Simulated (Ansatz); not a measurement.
# A Cl vacancy in perovskite CsPbCl3, 39 atoms, charge +1

Aim: the barrier for an atom's jump, from a relaxed start and a climbing-image band; single points by other levels frame it (PBEsol and HSE06).

All numbers are computed with Ansatz 0.2.0 (PAW, plane waves).

## (1) The system as built

39 atoms (8 Cs, 8 Pb, 23 Cl); a = 11.234 Å, b = 11.234 Å, c = 11.234 Å, α = 90.00°, β = 90.00°, γ = 90.00°. All atoms were shaken off their sites by about 0.02 Å along each axis. Defect site 1: (0.250, 0.250, 0.500).

Plan of the steps: (2) PBEsol relaxation at the single k point (¼, ¼, ¼), on 1 × NVIDIA GB200 with 8 threads of Arm Neoverse-V2; (3) HSE06 single point at the single k point (¼, ¼, ¼), on 1 × NVIDIA GB200 with 8 threads of Arm Neoverse-V2; (4) PBEsol band at the single k point (¼, ¼, ¼), on 1 × NVIDIA GB200 with 8 threads of Arm Neoverse-V2; (5) HSE06 single point at the single k point (¼, ¼, ¼), on 1 × NVIDIA GB200 with 8 threads of Arm Neoverse-V2.

## (2) PBEsol relaxation in the fixed cell

The input, in.yaml:

```yaml
crystal:
  lattice:
    - [11.234338, 0.000000, 0.000000]
    - [0.000000, 11.234338, 0.000000]
    - [0.000000, 0.000000, 11.234338]
  atoms:
    - { symbol: Cs, position: [0.001273, 0.000908, 0.998701] }
    - { symbol: Cs, position: [0.997522, 0.999497, 0.500973] }
    - { symbol: Cs, position: [0.000788, 0.503071, 0.001498] }
    - { symbol: Cs, position: [0.997531, 0.498146, 0.498518] }
    - { symbol: Cs, position: [0.500472, 0.998758, 0.000463] }
    - { symbol: Cs, position: [0.499324, 0.998840, 0.500597] }
    - { symbol: Cs, position: [0.499216, 0.499041, 0.001922] }
    - { symbol: Cs, position: [0.497047, 0.500921, 0.499233] }
    - { symbol: Pb, position: [0.246900, 0.246950, 0.246959] }
    - { symbol: Pb, position: [0.251233, 0.250465, 0.750113] }
    - { symbol: Pb, position: [0.251014, 0.754934, 0.250330] }
    - { symbol: Pb, position: [0.250147, 0.749567, 0.752461] }
    - { symbol: Pb, position: [0.750704, 0.250114, 0.248284] }
    - { symbol: Pb, position: [0.749753, 0.250433, 0.751216] }
    - { symbol: Pb, position: [0.753850, 0.746352, 0.251921] }
    - { symbol: Pb, position: [0.746408, 0.749228, 0.749755] }
    - { symbol: Cl, position: [0.247915, 0.250356, 0.999822] }
    - { symbol: Cl, position: [0.247604, 0.745946, 0.001403] }
    - { symbol: Cl, position: [0.249980, 0.748830, 0.499952] }
    - { symbol: Cl, position: [0.748325, 0.248163, 0.999685] }
    - { symbol: Cl, position: [0.749659, 0.249360, 0.500973] }
    - { symbol: Cl, position: [0.750826, 0.749868, 0.000664] }
    - { symbol: Cl, position: [0.752132, 0.750567, 0.500403] }
    - { symbol: Cl, position: [0.997478, 0.247772, 0.250573] }
    - { symbol: Cl, position: [0.001544, 0.247560, 0.748640] }
    - { symbol: Cl, position: [0.000025, 0.750695, 0.250293] }
    - { symbol: Cl, position: [0.001651, 0.752598, 0.750031] }
    - { symbol: Cl, position: [0.500701, 0.246898, 0.248204] }
    - { symbol: Cl, position: [0.499907, 0.250125, 0.750243] }
    - { symbol: Cl, position: [0.499993, 0.751051, 0.252189] }
    - { symbol: Cl, position: [0.500935, 0.745614, 0.747622] }
    - { symbol: Cl, position: [0.250370, 0.998830, 0.247203] }
    - { symbol: Cl, position: [0.247740, 0.997780, 0.747436] }
    - { symbol: Cl, position: [0.251199, 0.499973, 0.251627] }
    - { symbol: Cl, position: [0.247859, 0.499679, 0.747735] }
    - { symbol: Cl, position: [0.753375, 0.001277, 0.249813] }
    - { symbol: Cl, position: [0.750694, 0.998885, 0.751417] }
    - { symbol: Cl, position: [0.752100, 0.497885, 0.250475] }
    - { symbol: Cl, position: [0.747331, 0.499473, 0.749992] }
  symmetry: { detect: false }
kpoints:
  mp_grid: { grid: [1, 1, 1], shift: [0.25, 0.25, 0.25] }
hamiltonian:
  xc: pbesol
total_charge: 1
scf:
  occupations: { method: fermi_dirac, width: 0.01 }
relax:
  f_tol: 0.03
  max_steps: 80
  escape_saddle: false
  adjacent_minimum: "off"
output:
  forces: true
  eigenvalues: true
  populations: true
  charged_corrections: { epsilon: 17 }
```

Started as:

```console
> ansatz run in.yaml --threads 8 --pin off --max-ram 118750MiB --runs-dir r --events-out ev --progress --plain --backend cuda --devices 0, --max-vram 170GiB
```

After this run come: HSE06 single point; The band; Single point with HSE06.

What does the calculation give? Wanted: for each run, top filled to lowest empty.

As calculated:

```
                   level         time  top filled to lowest empty (eV)
      PBEsol, relaxation  8.1 s (GPU)                             2.73
                   HSE06   12 s (GPU)                             3.55
HSE06, at the band's top   12 s (GPU)                             3.76
```

```
                   quantity                              value
                 relaxation  16 recorded steps, 0.76 eV gained
              largest shift                      0.73 Å (Cl17)
barrier forwards, backwards                      0.19, 0.19 eV
                       jump                       Cl by 3.93 Å
            band iterations                                  8
    top less start by HSE06                            0.19 eV
```

The relaxation lowers the energy by 0.76 eV; the largest shift is 0.73 Å (Cl17). The PBEsol barrier is 0.19 eV forwards and 0.19 eV back, about 7 times kT at 300 K, without charge corrections. The cell's size and k points aren't converged for it. The top is a first-order saddle. On the same two geometries HSE06 gives 0.19 eV. At the same k points, PBEsol gives a spacing 0.82 eV smaller than the 3.55 eV of HSE06. In a defect cell this spacing can involve defect levels, so it need not be the gap. Spin–orbit coupling is left out, which matters for the band edges of the heavier elements here.
